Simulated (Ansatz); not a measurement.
Mulliken charges of maleic anhydride from ωB97M-V/def2-TZVPP in Ansatz (PBE0-D4/def2-TZVP geometry).

| atom | x (Å) | y (Å) | z (Å) | charge (e) |
| --- | --- | --- | --- | --- |
| O1 | 1.561 | -0.927 | -1.680 | -0.230 |
| C2 | 0.819 | -0.413 | -0.910 | 0.281 |
| C3 | 0.132 | -0.990 | 0.272 | -0.118 |
| C4 | -0.598 | -0.032 | 0.828 | -0.118 |
| C5 | -0.414 | 1.205 | 0.030 | 0.281 |
| O6 | -0.885 | 2.283 | 0.185 | -0.230 |
| O7 | 0.450 | 0.912 | -1.003 | -0.182 |
| H8 | 0.258 | -2.022 | 0.562 | 0.158 |
| H9 | -1.234 | -0.063 | 1.700 | 0.158 |

Question: By hand: the dipole of these point charges (1 e Å = 4.8032 D).

Answer: Σ q r = (-0.223, -0.464, 0.507) e Å, of length 0.723 e Å = 3.47 D.

Question: How does the dipole of the full density compare? (Estimate.)

Answer: Ansatz gave: (-0.268, -0.559, 0.610) e Å, 4.18 D; the point charges give 0.83 times that, at 0° from its direction.

Point charges leave out the atoms' own dipoles, such as those of lone pairs, and Mulliken's split depends on the basis, so the two needn't agree.
